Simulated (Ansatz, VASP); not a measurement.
## Two plane-wave programs on Co

INCAR

```
SYSTEM = Co
PREC = Accurate ; ENCUT = 520
EDIFF = 1E-6 ; ISMEAR = 0
SIGMA = 0.1 ; LREAL = .False.
LASPH = .True. ; NELM = 150
ALGO = Normal ; ISIF = 2
LWAVE = .False. ; LCHARG = .True.
ISPIN = 2 ; MAGMOM = 3
LORBIT = 11 ; LMAXMIX = 4
GGA = PE ; LELF = .True.
LVHAR = .True. ; NBANDS = 14
```

The input KPOINTS:

```
regular mesh
0
Gamma
  10 10 10
  0 0 0
```

File POSCAR:

```
Co
1.0
   -1.4302440545      1.4302440545      1.3372142032
    1.4302440545     -1.4302440545      1.3372142032
    1.4302440545      1.4302440545     -1.3372142032
Co
1
Direct
    0.0000000000      0.0000000000      0.0000000000
```

Input for Ansatz:

```yaml
crystal:
  lattice:
    - [-1.4302440545, 1.4302440545, 1.3372142032]
    - [1.4302440545, -1.4302440545, 1.3372142032]
    - [1.4302440545, 1.4302440545, -1.3372142032]
  atoms:
    - { symbol: Co, position: [0.0, 0.0, 0.0], spin: 3.0 }
basis:
  ecutwfc: 420
kpoints:
  mp_grid: { grid: [10, 10, 10] }
hamiltonian:
  xc: pbe
scf:
  occupations: { method: gaussian, width: 0.1 }
  lower_state_search: "off"
output:
  forces: true
  stress: true
  eigenvalues: true
  populations: true
magnetization:
  spin_polarized: true
```

Alike in both runs: task single point; functional PBE; k mesh 10 × 10 × 10; occupations gaussian, width 0.1 eV; collinear spin.

|  | VASP | Ansatz |
| --- | --- | --- |
| version | VASP 6.6.1 | Ansatz 0.2.0 |
| potentials or method | VASP PAW PBE potentials, release 64 (Co) | scalar-relativistic, plane waves, PAW |
| plane-wave cutoff (eV) | 520 | 420 |
| valence electrons in the cell | 9 | 17 |

```tsv
	VASP	Ansatz	Ansatz less VASP
gap on the k mesh at the Fermi level (eV)	none	none	-
pressure (GPa)	2.5	3.4	+0.84
largest component of the traceless stress (GPa)	1.41	1.09	-0.322
net moment per atom (μB)	1.76	1.77	+0.008
size of the moment on the site where the two differ most (μB)	1.78	1.83	+0.054
```

Site moments also hang on the region over which each program counts them. A gap of «none» marks a metal or a gap that the smearing closes. The functional is the same, so the differences come from potentials, cutoffs and numerics. The two sets of potentials don't hold the same shells in valence.
